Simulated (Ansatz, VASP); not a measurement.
# CuI in VASP and in Ansatz

```
I Cu
1.0
     4.09020    0.00000    0.00000
     0.00000    4.09020    0.00000
     0.00000    0.00000    6.55146
I Cu
2 2
Direct
  0.00000 0.50000 0.74303
  0.50000 0.00000 0.25697
  0.00000 0.00000 0.00000
  0.50000 0.50000 0.00000
```

Measurements of this composition are mostly on another form, of space group No. 216.

Alike in both runs: task single point; functional PBE; k mesh 7 × 7 × 4; occupations fermi-dirac, width 0.05 eV; no spin polarisation.

|  | VASP | Ansatz |
| --- | --- | --- |
| version | VASP 6.6.1 | Ansatz 0.2.0 |
| potentials or method | VASP PAW PBE potentials, release 64 (I, Cu) | Ansatz PAW |
| plane-wave cutoff (eV) | 520 | 420 |
| valence electrons in the cell | 36 | 72 |

```csv
,VASP,Ansatz,Ansatz less VASP
gap on the k mesh at the Fermi level (eV),1.62,1.61,-0.012
least direct gap on the mesh (eV),1.62,1.61,-0.012
pressure (GPa),1.4,1.3,-0.05
largest component of the traceless stress (GPa),0.18,0.20,+0.018
rms of the force components (eV/Å),0.063,0.060,-0.0030
```

Atom by atom the forces differ by 0.003 eV/Å (rms over components). The two sets of potentials don't hold the same shells in valence.

Caveats: spin-orbit coupling is left out, which moves the levels of the heavy elements; this functional lacks dispersion, which binds the layers, so the pressure and a relaxed spacing across them are unreliable; odd divisions of the mesh miss points on the zone boundary, where band edges often lie, so the gap on the mesh can be too wide (Ansatz). As with any semilocal functional, this PBE gap is likely too small.
